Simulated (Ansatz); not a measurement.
# SnTe (Fm-3m) in Ansatz: a series of runs

The runs below take SnTe through band structure, phonons, single point, equation of state, with PBEsol, RPBE+D4.

All numbers are computed with Ansatz 0.2.0; they aren't measurements. Logs are shortened: lines on timing, memory, paths and dates and some standing lists are left out, and cuts for length are marked.

**Experimental background.**

From a printed reference work, textbook, for a bulk crystal of SnTe at 300 K: band gap 0.18 eV (direct).

How close the calculation comes is told below.

**1. The structure**

The structure is cubic, space group Fm-3m (No. 225). Conventional cell: a = 6.302 Å, b = 6.302 Å, c = 6.302 Å, α = 90.00°, β = 90.00°, γ = 90.00°. Around Te (site symmetry m-3m) lie 6 Sn at 3.15 Å. Around Sn (site symmetry m-3m) lie 6 Te at 3.15 Å.

**2. Band structure, PBEsol**

Input file input.yaml:

```yaml
crystal:
  lattice:
    - [0.0, 3.15085, 3.15085]
    - [3.15085, 0.0, 3.15085]
    - [3.15085, 3.15085, 0.0]
  atoms:
    - { symbol: Te, position: [0.5, 0.5, 0.5] }
    - { symbol: Sn, position: [0.0, 0.0, 0.0] }
hamiltonian:
  xc: pbesol
  pseudopotentials: { kind: paw }
kpoints:
  mp_grid: { grid: [7, 7, 7] }
  band_path:
    path:
      - [[0.0, 0.0, 0.0], [0.5, 0.0, 0.5], [0.5, 0.25, 0.75], [0.375, 0.375, 0.75], [0.0, 0.0, 0.0], [0.5, 0.5, 0.5], [0.625, 0.25, 0.625], [0.5, 0.25, 0.75], [0.5, 0.5, 0.5], [0.375, 0.375, 0.75]]
      - [[0.625, 0.25, 0.625], [0.5, 0.0, 0.5]]
    npoints: 14
scf:
  occupations: { method: fermi_dirac, width: 0.05 }
  n_extra_bands: 6
output:
  forces: true
  stress: true
  eigenvalues: true
  fatbands: false
```

Potentials or basis: Ansatz PAW.

Started as:

```console
> ansatz run input.yaml --threads 2 --pin off --max-ram 5120MiB --backend cpu --events-out ev --progress --plain --runs-dir out
```

Output:

```text
Warning: RAYON_NUM_THREADS=2 ignored (pool sized by the plan → 2); use --threads N
scf.n_extra_bands = 6 over 15 filled bands (N_el = 30.0): the run solves 21 bands
Engine: ansatz 0.2.0, x86_64-unknown-linux-gnu
Pseudopotentials: kind: paw
Pseudopotential: Te, paw, valence charge 16, recommended cutoff 420 eV (normal), Te.paw.azcp
Pseudopotential: Sn, paw, valence charge 14, recommended cutoff 420 eV (normal), Sn.paw.azcp
Functional definition: PBEsol
  exchange = pbesol_x
  correlation = pbesol_c
Crystal: 2 atoms, lattice volume = 62.562 Å³
Basis set: ecut = 420 eV, 1243 PW (Γ), exchange–correlation on 60×60×60 points (8 copies of the dense FFT grid, shifted against one another)
Bands: 21, of which v1, the nominal top of the filled ones, is band 15 counted from 1 (14 counted from 0)
Symmetry: 48 space group operations
Space group: Fm-3m (ITA 225), of the structure as read, at distance tolerance 4.0e-5 Å
k-points: 20 of 343
Non-local potential: Te, projectors of the file, l = 0: 2, l = 1: 2, l = 2: 2, l = 3: 2
Non-local potential: Sn, projectors of the file, l = 0: 2, l = 1: 2, l = 2: 2, l = 3: 2
PAW form: soft (Blöchl's): semilocal exchange-correlation on the pseudo side does not see the compensation charge
PAW frozen core: Te, regenerated for the run's functional, and the local potential with it (the file was generated under x = pbe(κ = 0.804, μ = 0.2195149727645171), c = pbe(β = 0.06672455060314922))
PAW frozen core: Sn, regenerated for the run's functional, and the local potential with it (the file was generated under x = pbe(κ = 0.804, μ = 0.2195149727645171), c = pbe(β = 0.06672455060314922))
PAW one-centre angular grid: Te, 590 points (default); XC on 64 Gauss nodes
PAW one-centre angular grid: Sn, 590 points (default); XC on 64 Gauss nodes
Initial density: superposition of atomic densities (neutral atoms: chi_scale 0, normalization atom), corrected by the library's trained network
Initial wavefunctions: pseudopotential atomic-orbital guess
Functional: x = pbesol(κ = 0.804, μ = 0.12345679012345678), c = pbesol(β = 0.046)
SCF iter   1: F=—  HF=-12851.857640 eV  |F-HF|=—  |Δ(HF+E_count)|=         —  Δρ=2.31e-3  dr2=3.09e-3  ethr=1.77e-3  ⟨swp⟩=6.8  Hψ=2267  notcnv=0
preconditioner: auto → none  [insulator: Δε(μ)=0.663 eV  Ē_g=10.192 eV  σ=0.050 eV  W_gap=1.00  n_scr=14 (ndim 8)  ℏωp=14.8 eV  f_vac=0.009  D(μ)=0.00/eV (n_scr^D=0)  ε∞_Penn≈3.1]
SCF iter   2: F=—  HF=-12851.854492 eV  |F-HF|=—  |Δ(HF+E_count)|=   3.15e-3  Δρ=8.82e-4  dr2=4.89e-4  ethr=1.03e-5  ⟨swp⟩=2.0  Hψ=780  notcnv=0  defer=2
SCF iter   3: F=—  HF=-12851.854450 eV  |F-HF|=—  |Δ(HF+E_count)|=   4.13e-5  Δρ=2.02e-4  dr2=2.52e-5  ethr=1.63e-6  ⟨swp⟩=2.0  Hψ=697  notcnv=0  defer=3
SCF iter   4: F=—  HF=-12851.854448 eV  |F-HF|=—  |Δ(HF+E_count)|=   2.15e-6  Δρ=1.44e-4  dr2=1.37e-5  ethr=8.41e-8  ⟨swp⟩=2.0  Hψ=698  notcnv=0  defer=3
SCF iter   5: F=—  HF=-12851.854440 eV  |F-HF|=—  |Δ(HF+E_count)|=   8.72e-6  Δρ=5.68e-5  dr2=2.03e-6  ethr=4.58e-8  ⟨swp⟩=2.0  Hψ=692  notcnv=0  defer=3
SCF iter   6: F=-12851.854438 eV  HF=-12851.854438 eV  |F-HF|=3.61e-8  |Δ(HF+E_count)|=   1.58e-6  Δρ=6.29e-6  dr2=2.66e-8  ethr=3.33e-10  ⟨swp⟩=7.2  Hψ=2409  notcnv=0
SCF 1 converged in 6 iterations: F = -12851.854438 eV  dr2 = 2.66e-8
NSCF: frozen V_eff on 142 k-points
SCF converged after 6 iterations
Free energy (F): -12851.854438 eV
Harris-Foulkes:  -12851.854438 eV  (|F-HF|=3.61e-8)
Internal energy: -12851.854369 eV  (E = F + TS)
E sigma→0 (E₀):  -12851.854403 eV
Entropy (-TS):   -0.000069 eV (-0.035 meV/atom)
Fermi energy:    9.568739 eV
--- Per-component energies (eV) ---
  E_band       = -356.815996
  E_kinetic    = 366.712364
  E_local      = -2156.459735  (includes V_loc(G=0)·N_el)
  E_nonlocal   = -338.830375
  E_hartree    = 1351.805171
  E_xc         = -503.505405
  E_vxc        = -201.895081  (∫ρ·V_xc dr)
  E_paw        = -8646.745361  (= ΣΔE_a)
  E_vpaw       = -729.964737  (= ΣTr[D̂ρ^β])
  E_aug_tail   = -0.000159  (compensation charges beyond the density's cutoff)
  E_ewald      = -2925.490525
  E_core_change = 0.659655  (= ΣΔE_core)
  E_smearing   = -0.000069  (= −TS)
  E_closure    = -0.000000  (closes the sum)
  Σ components = -12851.854438   (vs F -12851.854438, Δ=0.00e0)
--- Forces (eV/Å), atoms counted from 1 ---
  atom   1  Te     0.00000000    -0.00000000     0.00000000
  atom   2  Sn    -0.00000000     0.00000000    -0.00000000
  max |Σ_I F_I| component: 3.73e-29 eV/Å
--- Stress (GPa, compression-positive) ---
       -0.378525       0.000000       0.000000
       -0.000000      -0.378525      -0.000000
       -0.000000      -0.000000      -0.378525
  P = ⅓ Tr σ = -0.3785 GPa (-3.785 kbar)
--- Band table (eV; the first three rows and the last of 20) ---
  k-point 0: bands = ["-27.4893", "-27.4893", "-27.4846", "-27.4846", "-27.4846", "-12.2793", "-12.2793", "-12.2727", "-12.2727", "-12.2727", "-3.2982", "4.8100", "7.3947", "7.3947", "7.3947", "12.8628", "12.8628", "12.8628", "14.2691", "14.2691", "14.2691"]
  k-point 1: bands = ["-27.4892", "-27.4892", "-27.4845", "-27.4845", "-27.4845", "-12.2803", "-12.2803", "-12.2724", "-12.2715", "-12.2715", "-3.1271", "3.9388", "7.4247", "7.4247", "7.9868", "12.0312", "12.0312", "12.0521", "14.1909", "14.6892", "14.6892"]
  k-point 2: bands = ["-27.4891", "-27.4891", "-27.4844", "-27.4842", "-27.4842", "-12.2829", "-12.2829", "-12.2718", "-12.2686", "-12.2686", "-2.6586", "2.4759", "7.5358", "7.5358", "8.7154", "10.8057", "10.8057", "10.8478", "14.8657", "15.8441", "15.8441"]
  k-point 19: bands = ["-27.4894", "-27.4888", "-27.4843", "-27.4840", "-27.4834", "-12.2919", "-12.2802", "-12.2706", "-12.2677", "-12.2624", "-1.6622", "2.0292", "4.5636", "5.2861", "8.3021", "10.7031", "13.6230", "14.5321", "14.7666", "15.9803", "19.3562"]
```

bands.tsv:

```text
# k_distance	band_0	band_1	band_2	band_3	band_4	band_5	band_6	band_7	band_8	band_9	band_10	band_11	band_12	band_13	band_14	band_15	band_16	band_17	band_18	band_19	band_20
# fermi_ev = 9.568739
[... 158 lines left out ...]
6.349978	-37.058394	-37.057435	-37.053697	-37.052086	-37.052084	-21.866697	-21.845219	-21.843426	-21.830537	-21.830504	-11.282439	-6.559423	-5.629155	-3.774743	-3.753815	2.100917	4.806603	4.829447	6.295846	9.220128	10.244925
6.375158	-37.058400	-37.057435	-37.053709	-37.052082	-37.052082	-21.866782	-21.845286	-21.843350	-21.830488	-21.830480	-11.283973	-6.534615	-5.635388	-3.782514	-3.777195	2.075402	4.853596	4.859437	6.310444	9.162407	10.372899
6.400337	-37.058401	-37.057435	-37.053712	-37.052081	-37.052081	-21.866811	-21.845308	-21.843324	-21.830471	-21.830471	-11.284491	-6.526209	-5.637467	-3.785104	-3.785104	2.066873	4.869559	4.869559	6.315327	9.142872	10.423959
```

Wall time 3.2 s (2 threads of Intel Xeon Platinum 8259CL at 2.50GHz (Skylake/Cascade Lake), shared host); peak memory 0.42 GiB.

What came out:

| Item | Value |
| --- | --- |
| Free energy | -12851.8544 eV |
| Pressure | -0.4 GPa |
| Band gap along the path | 0.07 eV, indirect (least direct gap 0.14 eV) |

Levels at the corners of the path, in eV from the Fermi level:
```
point  band 11  band 12  band 13  band 14  band 15  band 16  band 17  band 18  band 19  band 20
    Γ   -12.87    -4.76    -2.17    -2.17    -2.17     3.29     3.29     3.29     4.70     4.70
    X   -11.28    -6.53    -5.64    -3.79    -3.79     2.07     4.87     4.87     6.32     9.14
    W   -11.20    -7.42    -4.88    -4.88    -0.86     0.79     4.54     4.54     6.00     6.00
    K   -11.25    -7.48    -5.24    -3.29    -2.77     2.98     3.01     4.11     5.49     8.00
    Γ   -12.87    -4.76    -2.17    -2.17    -2.17     3.29     3.29     3.29     4.70     4.70
    L   -11.59    -8.39    -1.84    -1.84    -0.09     0.05     0.32     0.32     7.64     8.72
    U   -11.25    -7.48    -5.24    -3.29    -2.77     2.98     3.01     4.11     5.49     8.00
    W   -11.20    -7.42    -4.88    -4.88    -0.86     0.79     4.54     4.54     6.00     6.00
    L   -11.59    -8.39    -1.84    -1.84    -0.09     0.05     0.32     0.32     7.64     8.72
    K   -11.25    -7.48    -5.24    -3.29    -2.77     2.98     3.01     4.11     5.49     8.00
    U   -11.25    -7.48    -5.24    -3.29    -2.77     2.98     3.01     4.11     5.49     8.00
    X   -11.28    -6.53    -5.64    -3.79    -3.79     2.07     4.87     4.87     6.32     9.14
```

Caveat: this odd mesh misses L, where the gap lies, so gap, dielectric constants and Born charges aren't listed; spin-orbit coupling is left out, which moves the levels of the heavy elements; the PAW data sets come from PBE, with cores solved anew for the run's functional, which leaves a small shift of forces and pressure.

**3. Phonons, PBEsol**

input.yaml, as its differences from that of step 2:

```diff
@@ -12,4 +12,12 @@
 kpoints:
-  mp_grid: { grid: [7, 7, 7] }
-  band_path:
+  mp_grid: { grid: [6, 6, 6] }
+scf:
+  occupations: { method: fixed }
+phonons:
+  method: dfpt
+  dielectric: true
+  rigid_motions: translations
+  qmesh: [2, 2, 2]
+  temperatures: { t_max: 1000, t_step: 100 }
+  qpath:
     path:
@@ -17,10 +25,2 @@
       - [[0.625, 0.25, 0.625], [0.5, 0.0, 0.5]]
-    npoints: 14
-scf:
-  occupations: { method: fermi_dirac, width: 0.05 }
-  n_extra_bands: 6
-output:
-  forces: true
-  stress: true
-  eigenvalues: true
-  fatbands: false
+    npoints: 8
```

Potentials or basis: Ansatz PAW.

Started as:

```console
> ansatz run input.yaml --threads 2 --pin off --max-ram 5120MiB --backend cpu --events-out ev --progress --plain --runs-dir out
```

Output:

```text
Warning: RAYON_NUM_THREADS=2 ignored (pool sized by the plan → 2); use --threads N
[... 7 set-up lines as earlier in the session ...]
Crystal: 2 atoms, lattice volume = 62.562 Å³
Basis set: ecut = 420 eV, 1243 PW (Γ), exchange–correlation on 60×60×60 points (8 copies of the dense FFT grid, shifted against one another)
Bands: 19, of which v1, the nominal top of the filled ones, is band 15 counted from 1 (14 counted from 0)
[... 1 set-up line as earlier in the session ...]
k-points: 30 of 216 (irreducible under 8 space group operations, time reversal used)
[... 8 set-up lines as earlier in the session ...]
[... 82 lines left out ...]
        -0.00000   -0.00000    7.56280
  Z* charge neutrality: 1.448e-2 e pre-enforcement
  solved inside a basis spanned on kpoints, on 16×16×16 k-points, which do not settle them: ε∞ is read to err by 1.3e1, Z* by 1.5e0 e (field_mesh: kpoints solves on kpoints); Z* is corrected for what the basis lacks
  optical modes at Γ without the LO–TO term, one row a degenerate level:
      ω (cm⁻¹)  modes    IR ((D/Å)²/amu)
        -54.96      3            64.3714
  optical modes at Γ + LO–TO along q̂ = [1.0000, 0.0000, 0.0000]:
      ω (cm⁻¹)  modes    IR ((D/Å)²/amu)
        -54.96      2            42.9143
         86.86      1            21.4571
  optical modes at Γ + LO–TO along q̂ = [0.0000, 1.0000, 0.0000]:
      ω (cm⁻¹)  modes    IR ((D/Å)²/amu)
        -54.96      2            42.9143
         86.86      1            21.4571
  optical modes at Γ + LO–TO along q̂ = [0.0000, 0.0000, 1.0000]:
      ω (cm⁻¹)  modes    IR ((D/Å)²/amu)
        -54.96      2            42.9143
         86.86      1            21.4571
--- Phonons (arbitrary-q DFPT): 3 irreducible q on the 2×2×2 mesh ---
  q = [0.0000, 0.0000, 0.0000] (star 1, of the zone-centre solve; hermiticity 2.32e-4, symmetrization 1.80e-12): -54.96 -54.96 -54.96 -0.00 -0.00 0.00
  q = [0.0000, 0.0000, -0.5000] (star 4, 2 solved perturbations on 68 of 216 k-point pairs; hermiticity 4.06e-13, symmetrization 5.63e-12): 77.70 77.70 99.14 99.14 105.97 118.86
  q = [0.0000, -0.5000, -0.5000] (star 3, 4 solved perturbations in 152 linear systems a pass and spin channel, the states on 46 of 216 k-point pairs; hermiticity 5.50e-5, symmetrization 3.00e-12): 19.43 32.62 32.62 47.82 79.82 79.82
  sum rule: each row above includes the acoustic sum rule's correction from the zone centre's row sums; it moved no ω² by more than (0.80 cm⁻¹)²
  mesh force constants: q→R imaginary residual 2.03e-17; ASR residual 3.004e-4 → 0.000e0 eV/Å²; symmetrization residual 2.220e-15 eV/Å²
  interpolated dispersion: 83 rows × 6 modes
  density of states and harmonic sums: on the 18×18×18 q-mesh, interpolated from the force constants of a 2×2×2 supercell (with the dipole–dipole term)
  largest difference from the sums on the solved wave vectors: F 1.06e-1 eV, S 1.66e-4 and C_V 5.98e-5 eV/K
  zero-point energy: 0.027612 eV/cell   skipped modes (ω ≤ 0): 28, of them read as no rigid motion or as one in doubt: 25 (5.607e-2 modes/cell left out, lowest -54.96 cm⁻¹)   left out of the sums: 9.43e-3 of the cell's modes: C_V's classical limit lies that fraction below 3 k_B per atom; for a crystal, a wire or a layer, F and S can be off by more, and a phonons.interpolated_qmesh denser along its periods is the remedy for the sampling
```

optical_modes.tsv:

```text
# format = ansatz-optical-modes/1
# cell_volume_ang3 = 6.256236840647826e1
# eps_inf = 6.923720846064813e1 2.9605947323337506e-16 3.700743415417188e-16 2.9605947323337506e-16 6.923720846064815e1 0e0 3.700743415417188e-16 0e0 6.923720846064813e1
[... 8 lines left out ...]
0e0	1e0	0e0	8.686209037035026e1	1	2.1457134002374772e1	8.700104322573337e-36	2.844572388750435e-18	-1.9575978106602678e-35	9.300569021737898e-1	-6.4005309293066354e-18	4.404762341020274e-35
0e0	0e0	1e0	-5.495633508525086e1	2	4.2914268004749566e1	9.300569021737903e-1	-2.2754079119622284e-18	-1.671451902368884e-18	9.300569021737901e-1	1.0055429131820798e-16	1.0874559642888471e-32
0e0	0e0	1e0	8.686209037035037e1	1	2.1457134002374797e1	1.7638935854380704e-36	5.092377230395054e-36	-1.2808284053052355e-18	1.4701740553246359e-35	-3.697763550514703e-18	9.300569021737908e-1
```

phbands.tsv:

```text
# q_distance	omega_0_inv_cm	omega_1_inv_cm	omega_2_inv_cm	omega_3_inv_cm	omega_4_inv_cm	omega_5_inv_cm	omega_0_thz	omega_1_thz	omega_2_thz	omega_3_thz	omega_4_thz	omega_5_thz
# format = ansatz-phbands/1
[... 84 lines left out ...]
6.312209	25.804222	34.762828	37.129897	49.366982	80.389392	80.546134	0.773591	1.042163	1.113126	1.479985	2.410013	2.414712
6.356273	21.225529	33.176246	33.813582	48.216458	79.966860	80.007507	0.636325	0.994599	1.013706	1.445493	2.397346	2.398565
6.400337	19.431859	32.619703	32.619703	47.823325	79.823564	79.823564	0.582552	0.977914	0.977914	1.433707	2.393050	2.393050
```

Wall time 90 s (2 threads of Intel Xeon Platinum 8259CL at 2.50GHz (Skylake/Cascade Lake), shared host); peak memory 1.4 GiB.

What came out:

```yaml
Free_energy: -12851.8506 eV
Band_gap_on_the_k_mesh: 0.14 eV, direct
Highest_phonon_frequency_LO-TO_splitting_left_out: 119 cm⁻¹
Most_unstable_mode: 55i cm⁻¹
```

Phonon frequencies in cm⁻¹ (negative: imaginary):
```csv
q point,frequencies
"(0.000, 0.000, 0.000)",-55 -55 -55 0 0 0
"(0.000, 0.000, -0.500)",78 78 99 99 106 119
"(0.000, -0.500, -0.500)",19 33 33 48 80 80
```

Caveat: some modes are imaginary; spin-orbit coupling is left out, which moves the levels of the heavy elements; the q mesh is small, so phonon branches between its points and thermal values are rough; the PAW data sets come from PBE, with cores solved anew for the run's functional, which leaves a small shift of forces and pressure.

(Continued in part 2 of 2.)
